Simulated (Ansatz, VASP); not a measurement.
## One calculation of Sb, two programs

```
Sb
1.0
     3.16000    0.00000    0.00000
     0.00000    3.39700    0.00000
     0.00000    0.00000    3.16000
Sb
1
Direct
  0.00000 0.00000 0.00000
```

Change from the starting cell: strain +0.0750 x Voigt [0, 1, 0, 0, 0, 0], atoms carried along.

Alike in both runs: task single point; functional PBEsol; k mesh 16 × 16 × 16; occupations gaussian, width 0.15 eV; no spin polarisation.

```csv
,VASP,Ansatz
version,VASP 6.6.1,Ansatz 0.2.0
potentials or method,"VASP PAW PBE potentials, release 64 (Sb)","scalar-relativistic, plane waves, PAW"
plane-wave cutoff (eV),520,420
valence electrons in the cell,5,15
```

Ansatz gave:

| Quantity | Value |
| --- | --- |
| gap on the k mesh at the Fermi level (eV) | none |
| pressure (GPa) | -6.7 |
| largest component of the traceless stress (GPa) | 2.67 |

Question: Which values does VASP return?

Answer: gap on the k mesh at the Fermi level (eV): none; pressure (GPa): -6.7; largest component of the traceless stress (GPa): 2.68.

A gap of «none» marks a metal or a gap that the smearing closes. The two sets of potentials don't hold the same shells in valence.

Caveats: the PAW data sets were made with another functional, which shifts forces and pressure a little (VASP). Spin-orbit coupling is left out, which matters for the levels of Sb.
